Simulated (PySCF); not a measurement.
`CC(=O)O`: ΔSCF against reference XPS values

What was measured (core binding energies): C 1s of C1 291.55 eV [1]; C 1s of C1 291.55 eV [2]; C 1s of C2 295.35 eV [2]; C 1s of C2 295.38 eV [1]; O 1s of O3 538.31 eV [2]; O 1s of O4 540.10 eV [2]. Sources and the comparison follow the method.

Species: C2H4O2.
Cartesian coordinates in Å at the PBE0-D3(BJ)/def2-TZVP level; atoms count from 1:
```xyz
8
C2H4O2 angstrom
C     -0.2794   -0.6796   -0.6250
C      0.3595    0.4389    0.1342
O      1.2959    1.0941   -0.2321
O     -0.2428    0.6409    1.3215
H     -1.3532   -0.5089   -0.7131
H      0.1752   -0.7596   -1.6086
H     -0.1429   -1.6137   -0.0754
H      0.2312    1.3681    1.7484
```

Method: PySCF 2.14.0, delta-SCF UKS SCAN, pcX-3 on the ionised atom, pcseg-2 elsewhere, spin-free X2C. Each binding energy is the total energy of the core-ionised species, with the hole localised on one atom, minus that of the ground state; both are solved self-consistently, so orbital relaxation is included.

```
atom                       environment  level  this calculation (eV)  reference (eV)  difference (eV)  source
  C1  methyl carbon next to a carbonyl   C 1s                 291.48          291.55            -0.07     [1]
  C1  methyl carbon next to a carbonyl   C 1s                 291.48          291.55            -0.07     [2]
  C2            carboxylic acid carbon   C 1s                 295.12          295.35            -0.23     [2]
  C2            carboxylic acid carbon   C 1s                 295.12          295.38            -0.26     [1]
  O3              acid carbonyl oxygen   O 1s                 538.00          538.31            -0.31     [2]
  O4              acid hydroxyl oxygen   O 1s                 540.10          540.10             0.00     [2]
```

[1] measured, gas; Chong, Molecules 2021, 26, 1947 (electron spectra of vapor-phase indole and four azaindoles)
[2] measured, gas; CORE65 (Golze, Keller, Rinke, J. Phys. Chem. Lett. 2020, 11, 1840), as tabulated in Jana, Herbert, J. Chem. Phys. 2023, 158, 094111, SI

Task: How well does this level of theory reproduce the measurements here?

Result: Over the 5 different measured values (4 distinct lines) the mean signed difference is -0.17 eV, the mean unsigned one 0.17 eV and the largest 0.31 eV. The calculation is vertical and has no vibrational structure, and measured positions depend on the energy calibration.

Lowest listed C 1s: C1, bonded to C and 3 H. Highest, 3.64 eV above it: C2, bonded to O (double bond), O and C. Summing the Pauling electronegativity differences to the bonded atoms, each weighted by its formal bond order, gives -1.05 for the lowest site and +2.67 for the highest.

The listed O 1s values span 2.10 eV, from O3 (bonded to C (double bond)) to O4 (bonded to C and H). Summing the Pauling electronegativity differences to the bonded atoms, each weighted by its formal bond order, gives -1.78 for the lowest site and -2.13 for the highest; the largest sum, -1.78, belongs to O3, 2.10 eV below the top. The smallest sum, -2.13, belongs to O4, 2.10 eV above the lowest.

Geometry: PBE0-D3(BJ)/def2-TZVP, one conformer, isolated molecule.
